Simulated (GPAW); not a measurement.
Write an ASE script for GPAW 26.7.0 that does the following.

```yaml
Task: single point
Functional: PBE
Potentials_or_basis: GPAW PAW data sets (gpaw-data 1.2.1)
Cutoff: 600 eV
Basis: pw
k_mesh: 3 × 7 × 6
Occupations: fermi-dirac, width 0.05 eV
Spin: no spin polarisation
Maxiter: 150
```

Crystal: GeS.

```
CELL_PARAMETERS angstrom
10.48100 0.00000 0.00000
0.00000 3.64600 0.00000
0.00000 0.00000 4.29900
ATOMIC_POSITIONS crystal
Ge 0.87790 0.75000 0.87230
Ge 0.62210 0.25000 0.37230
Ge 0.37790 0.75000 0.62770
Ge 0.12210 0.25000 0.12770
S 0.15050 0.75000 0.49770
S 0.34950 0.25000 0.99770
S 0.65050 0.75000 0.00230
S 0.84950 0.25000 0.50230
```

The input as run:

run.py

```python
from ase import Atoms
from ase.dft.bandgap import bandgap
from ase.io import write
from ase.units import Bohr, GPa
from gpaw import GPAW, PW
from gpaw.elf import elf_from_dft_calculation

atoms = Atoms(['Ge', 'Ge', 'Ge', 'Ge', 'S', 'S', 'S', 'S'],
              cell=[[10.481, 0.0, 0.0],
                    [0.0, 3.646, 0.0],
                    [0.0, 0.0, 4.299]],
              scaled_positions=[[0.8779, 0.75, 0.8723],
                                [0.6221, 0.25, 0.3723],
                                [0.3779, 0.75, 0.6277],
                                [0.1221, 0.25, 0.1277],
                                [0.1505, 0.75, 0.4977],
                                [0.3495, 0.25, 0.9977],
                                [0.6505, 0.75, 0.0023],
                                [0.8495, 0.25, 0.5023]],
              pbc=True)

calc = GPAW(mode=PW(600),
            xc='PBE',
            kpts={'size': (3, 7, 6), 'gamma': True},
            occupations={'name': 'fermi-dirac', 'width': 0.05},
            nbands=37,
            convergence={'density': 1e-05, 'energy': 1e-05},
            maxiter=150,
            txt='gpaw.txt')
atoms.calc = calc
energy = atoms.get_potential_energy()
forces = atoms.get_forces()
stress = atoms.get_stress()
calc.write('gs.gpw')
write('result.traj', atoms)
print(f'Energy: {energy:.6f} eV')
print('Forces (eV/A):')
print(forces.round(4))
print('Stress (GPa):', (stress / GPa).round(3))
print('Fermi level:', round(calc.get_fermi_level(), 4), 'eV')
print(f'Gap: {bandgap(calc)[0]:.4f} eV, direct: {bandgap(calc, direct=True)[0]:.4f} eV')

# fields on the real-space grid
write('density.cube', atoms, data=calc.get_pseudo_density() * Bohr**3)
write('potential.cube', atoms, data=calc.get_electrostatic_potential())
write('elf.cube', atoms, data=elf_from_dft_calculation(calc).data)
```

Potentials or basis: GPAW PAW data sets (gpaw-data 1.2.1), pw.

Command:

```sh
$ OMP_NUM_THREADS=1 python run.py
```

It gave:

```
Pressure               : 2.4 GPa
Largest force          : 0.191 eV/Å
Band gap on the k mesh : 1.11 eV, direct
```

Caveat: an odd mesh through Γ misses points on the zone boundary, where band edges often lie.

Run time: 3.6 min on 1 thread of Arm Neoverse V2, on a shared host, peak memory 0.49 GiB.
